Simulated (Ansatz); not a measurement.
Wanted: the native input for an Ansatz 0.2.0 run.

| Property | Result |
| --- | --- |
| Task | relaxation of cell and atoms |
| Functional | PBE |
| Potentials or basis | all-electron LAPW, scalar-relativistic |
| Basis error allowed | 0.001 eV/atom |
| k mesh | 8 × 8 × 8 |
| Occupations | fermi-dirac, width 0.05 eV |
| Spin | no spin polarisation |

The system is HgSe.

```
Hg Se
1.0
     0.00000    3.03900    3.03900
     3.03900    0.00000    3.03900
     3.03900    3.03900    0.00000
Hg Se
1 1
Cartesian
  0.0000 0.0000 0.0000
  4.5585 4.5585 4.5585
```

One way to write it, as run:

input.yaml

```yaml
crystal:
  lattice:
    - [0.0, 3.039, 3.039]
    - [3.039, 0.0, 3.039]
    - [3.039, 3.039, 0.0]
  atoms:
    - { symbol: Hg, position: [0.0, 0.0, 0.0] }
    - { symbol: Se, position: [0.75, 0.75, 0.75] }
kpoints:
  mp_grid: { grid: [8, 8, 8] }
scf:
  occupations: { method: fermi_dirac, width: 0.05 }
hamiltonian:
  xc: pbe
  pseudopotentials: { kind: all_electron, lapw: { basis_error: 0.001 } }
output:
  forces: true
  stress: true
relax:
  f_tol: 0.01
  max_steps: 60
  cell: {}
```

Potentials or basis: all-electron LAPW, scalar-relativistic.

The run is started by

```console
$ ansatz run input.yaml --threads 1 --pin off --max-ram 3072MiB --backend cpu --events-out ev --progress --plain --runs-dir out
```

Results of the run:

```json
{
  "Relaxed volume": "30.66 Å³/atom",
  "Relaxed cell": "a = 4.426 Å, b = 4.426 Å, c = 4.426 Å, α = 60.00°, β = 60.00°, γ = 60.00°",
  "Space group after relaxing (to 0.05 Å)": "F-43m (No. 216)",
  "Energy gained by relaxing": "35.1 meV/atom",
  "Ionic steps": "5",
  "Pressure after relaxing": "0.0 GPa"
}
```

Wall time 2.2 min on 1 thread of Intel(R) Xeon(R) Processor @ 2.50GHz (Skylake/Cascade Lake), on a shared host, peak memory 0.38 GiB.
